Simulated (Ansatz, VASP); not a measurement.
MgS: VASP beside Ansatz

```
CELL_PARAMETERS angstrom
3.31349 0.00000 0.00000
0.00000 1.80447 3.12689
0.00000 -1.80447 3.12689
ATOMIC_POSITIONS crystal
Mg 0.50000 0.66665 0.66665
S 0.00000 0.33335 0.33335
```

Change from the starting cell: species swapped into the CdAg type (Amm2, No. 38).

Alike in both runs: functional PBE; k mesh 4 × 6 × 6; occupations gaussian, width 0.1 eV; no spin polarisation.

Ansatz relaxed the structure, and its values are those at the end. VASP's run is a single point on that final structure, the one shown.

|  | VASP | Ansatz |
| --- | --- | --- |
| version | VASP 6.6.1 | Ansatz 0.2.0 |
| potentials or method | VASP PAW PBE potentials, release 64 (Mg, S) | scalar-relativistic, plane waves, PAW |
| plane-wave cutoff (eV) | 520 | 420 |
| valence electrons in the cell | 8 | 16 |

```tsv
	VASP	Ansatz	Ansatz less VASP
gap on the k mesh at the Fermi level (eV)	1.13	1.14	+0.016
least direct gap on the mesh (eV)	2.07	2.08	+0.015
pressure (GPa)	-0.2	0.0	+0.28
```

The two sets of potentials don't hold the same shells in valence.

Caveats: the k mesh is coarse (spacing up to 0.47 Å⁻¹), so the values aren't converged. A k mesh can miss the band edges.
